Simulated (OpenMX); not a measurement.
## ZrS2: equation of state with PBE

Crystal: ZrS2.

```xyz
3
Lattice="3.6914 0.0000 0.0000 -1.8457 3.1968 0.0000 0.0000 0.0000 6.0411" Properties=species:S:1:pos:R:3 pbc="T T T"
Zr    0.0000    0.0000    0.0000
S     0.0000    2.1312    1.4372
S     1.8457    1.0656    4.6038
```

The cell is a database's computed one.

- Program: OpenMX 3.8.5
- Task: equation of state
- Functional: PBE
- Potentials or basis: OpenMX 2013 PBE set, Zr7.0-s3p2d1, S7.0-s2p2d1, fixed grid of 40 × 40 × 72 points
- k mesh: 9 × 9 × 5
- Occupations: fermi-dirac, width 0.05 eV
- Spin: no spin polarisation

| Item | Value |
| --- | --- |
| Equilibrium volume | 24.44 Å³/atom |
| Bulk modulus at fixed shape and positions | 87 GPa |
| Pressure derivative of the bulk modulus | 4.0 |

Energy against volume, from the lowest point:
```
volume (Å³/atom)  energy (meV/atom)
          22.337              56.65
          22.813              32.61
          23.288              15.54
          23.763               4.90
          24.238               0.00
          24.714               0.30
          25.189               5.38
```

Caveat: volumes in these bases differ from converged ones by about 1 %, for some elements by several; the cell was scaled at fixed shape and fractional positions, which overstates the stiffness of a crystal with free parameters, most of all of layers and chains; this functional lacks dispersion, which binds the layers, so the pressure and a relaxed spacing across them are unreliable; the basis of atomic orbitals isn't converged, which shifts pressures, moduli and gaps.
